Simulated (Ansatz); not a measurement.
Runs of Ansatz 0.2.0 on Zn. Symmetry: Pm-3m, No. 221, cubic system. The conventional cell has a = 3.771 Å, b = 3.771 Å, c = 3.771 Å, α = 90.00°, β = 90.00°, γ = 90.00°. Zn (site symmetry 4/mmm) is surrounded by 8 Zn at 2.67 Å. The cell was built by a generator and needn't be a form met in nature.

```csv
level,cutoff (eV),gap on the mesh (eV),pressure (GPa)
PBEsol,420,none,-4.5
RPBE,420,none,2.1
revPBE,420,none,1.4
LDA,420,none,(b)
r2SCAN,500,none,-3.8
BLYP,420,none,(a)
```

Alike in all rows: task band structure; potentials or basis Ansatz PAW; no spin polarisation; cell as given; k mesh 7 × 7 × 7; smearing fermi-dirac 0.05 eV.

Estimate the missing entries.

(a) 4.1; (b) -7.2.

Caveats: the PAW data sets come from PBE, with cores solved anew for the run's functional, which leaves a small shift of forces and pressure.

A gap of «none» marks a metal or a gap under the smearing width.

Runs at the PBE level aren't shown here.
